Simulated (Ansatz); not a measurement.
# HfO2: the cost of one run

Program: Ansatz 0.2.0. Level of theory: DFT LDA, scalar-relativistic. These are calculated values, not measurements.

## Step 1: Starting point

It takes space group Fm-3m (No. 225, cubic). Conventional cell: a = 5.115 Å, b = 5.115 Å, c = 5.115 Å, α = 90.00°, β = 90.00°, γ = 90.00°. Hf (site symmetry m-3m) has 8 O at 2.21 Å in its first shell of neighbours. Around O (site symmetry -43m) lie 4 Hf at 2.21 Å.

Coordinates:

```
CELL_PARAMETERS angstrom
0.00000 2.55750 2.55750
2.55750 0.00000 2.55750
2.55750 2.55750 0.00000
ATOMIC_POSITIONS crystal
Hf 0.00000 0.00000 0.00000
O 0.25000 0.25000 0.25000
O 0.75000 0.75000 0.75000
```

Atoms are numbered in the order of the input: Hf1, O2, O3.

## Step 2: After the deformation

Space group Fm-3m before, I4/mmm after.

## Step 3: LAPW, all electrons

input.yaml reads:

```yaml
crystal:
  lattice:
    - [0.0, 2.5575, 2.531925]
    - [2.5575, 0.0, 2.531925]
    - [2.5575, 2.5575, 0.0]
  atoms:
    - { symbol: Hf, position: [0.0, 0.0, 0.0] }
    - { symbol: O, position: [0.25, 0.25, 0.25] }
    - { symbol: O, position: [0.75, 0.75, 0.75] }
kpoints:
  mp_grid: { grid: [8, 8, 8] }
  band_path:
    path:
      - [0.0, 0.0, 0.0]
      - [0.0, 0.5, 0.5]
      - [0.25, 0.75, 0.5]
      - [0.0, 0.5, 0.0]
      - [0.0, 0.0, 0.0]
      - [0.5, 0.5, 0.0]
      - [0.3775380063, 0.6224619937, 0.0]
      - [-0.3775380063, 0.3775380063, 0.0]
      - [0.0, 0.0, 0.0]
    npoints: 5
scf:
  occupations: { method: fermi_dirac, width: 0.01 }
hamiltonian:
  xc: lda
  pseudopotentials: { kind: all_electron, lapw: { basis_error: 0.001 } }
output:
  forces: true
  stress: true
  eigenvalues: true
```

Command:

```
> ansatz run input.yaml --threads 1 --pin off --max-ram 4096MiB --backend cpu --events-out ev --progress --plain --runs-dir out
```

What time and memory should one allow on 1 thread of Arm Neoverse V1, shared host?

About 42 s, with a peak of 0.44 GiB.
